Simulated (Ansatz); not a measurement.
Runs of Ansatz 0.2.0 on MoS2. It takes space group P-3m1 (No. 164, trigonal). Conventional cell: a = 3.227 Å, b = 3.227 Å, c = 6.312 Å, α = 90.00°, β = 90.00°, γ = 120.00°. Around Mo (site symmetry -3m) lie 6 S at 2.42 Å. S (site symmetry 3m) is surrounded by 3 Mo at 2.42 Å. Measurements of this composition are mostly on another form, of space group No. 194.

```tsv
task	level	potentials or basis	cell	cutoff (eV)	points for each segment of the path	gap on the mesh (eV)	pressure (GPa)	V0 of scaled cells (Å³/atom)	relaxed volume (Å³/atom)	B0 (GPa)
relaxation of cell and atoms	PBEsol+D4	Ansatz PAW	relaxed	420	-	-	0.0	-	(a)	-
relaxation of cell and atoms	rPW86-PBE	Ansatz PAW	relaxed	420	-	none	0.0	-	20.41	-
equation of state	LDA	PseudoDojo LDA	as given	1088	-	-	-	18.17	-	(b)
band structure	revPBE	Ansatz PAW	as given	420	14	none	2.9	-	-	-
equation of state	r2SCAN+D3(BJ)	Ansatz PAW	as given	500	-	-	-	18.75	-	141
```

Alike in all rows: no spin polarisation; k mesh 9 × 9 × 4; smearing fermi-dirac 0.05 eV.

Estimate the missing entries.

(a) 16.28; (b) 149.

Caveats: the PAW data sets come from PBE, with cores solved anew for the run's functional, which leaves a small shift of forces and pressure (some runs); the plane-wave basis is chosen anew once the cell has moved, so the energies of steps on either side of that aren't comparable (some runs); the cell was scaled at fixed shape and fractional positions, which overstates the stiffness of a crystal with free parameters, most of all of layers and chains (some runs); this functional lacks dispersion, which binds the layers, so the pressure and a relaxed spacing across them are unreliable (some runs); the PAW data sets were made with another functional, which shifts forces and pressure a little (some runs).

A k mesh can miss the band edges, and the runs leave out spin-orbit coupling on Mo.

A gap of «none» marks a metal or a gap under the smearing width.

Runs at the PBE level aren't shown here.
